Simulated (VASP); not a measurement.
# TaN: relaxation of cell and atoms with PW91

The system is TaN.

```
Ta N
1.0
     2.92177    0.00000    0.00000
    -1.46088    2.53033    0.00000
     0.00000    0.00000    5.91652
Ta N
2 2
Direct
  0.00000 0.00000 0.50000
  0.00000 0.00000 0.00000
  0.33333 0.66667 0.25000
  0.66667 0.33333 0.75000
```

The cell comes from a database or a generator and needn't be the stable form of this composition.

```
Program                : VASP 6.6.1
Task                   : relaxation of cell and atoms
Functional             : PW91
Potentials or basis    : VASP PAW PBE potentials, release 64 (Ta_pv, N)
Cutoff                 : 600 eV
k mesh                 : 10 × 10 × 5
Occupations            : fermi-dirac, width 0.05 eV
Spin                   : no spin polarisation
Further INCAR settings : ALGO = Normal; EDIFF = 1e-06; IBRION = 2; EDIFFG = -0.02; NSW = 60; ISIF = 3
```

| Item | Value |
| --- | --- |
| Relaxed volume | 10.96 Å³/atom |
| Relaxed cell | a = 2.924 Å, b = 2.924 Å, c = 5.921 Å, α = 90.00°, β = 90.00°, γ = 120.00° |
| Space group after relaxing (to 0.05 Å) | P6_3/mmc (No. 194) |
| Energy gained by relaxing | 0.1 meV/atom |
| Ionic steps | 3 |
| Pressure after relaxing | 0.0 GPa |
| Band gap on the k mesh | none (metal or under the smearing width) |

Stress tensor (GPa, compression positive):
```
 0.07  0.00  0.00
 0.00  0.07  0.00
 0.00  0.00 -0.12
```

Step by step:
```tsv
step	energy change (eV)	largest force (eV/Å)	pressure (GPa)	volume (Å³)
1	0.0000	0.0000	0.81	43.74
2	0.0011	0.0000	-1.79	44.09
3	-0.0003	0.0000	0.00	43.85
```

Final structure:
```
CELL_PARAMETERS angstrom
2.92439 0.00000 0.00000
-1.46219 2.53259 0.00000
0.00000 0.00000 5.92076
ATOMIC_POSITIONS crystal
Ta 0.00000 0.00000 0.50000
Ta 0.00000 0.00000 0.00000
N 0.33333 0.66667 0.25000
N 0.66667 0.33333 0.75000
```

Levels at points of the mesh, in eV from the Fermi level:
```csv
k point,band 12,band 13,band 14,band 15,band 16,band 17,band 18,band 19,band 20
"(0.00, 0.00, 0.00)",-4.26,-3.47,-1.98,-1.98,-0.24,-0.24,0.54,0.54,2.32
"(0.50, 0.00, 0.00)",-5.34,-4.10,-3.67,-2.78,-2.10,2.81,3.91,4.76,5.10
```

Wall time 53 s on 1 thread of Intel(R) Xeon(R) 6975P-C (Granite Rapids), on a shared host, peak memory 0.2 GiB.

Caveat: the PAW data sets were made with another functional, which shifts forces and pressure a little. The run has no spin-orbit coupling, so splittings on Ta are missing.
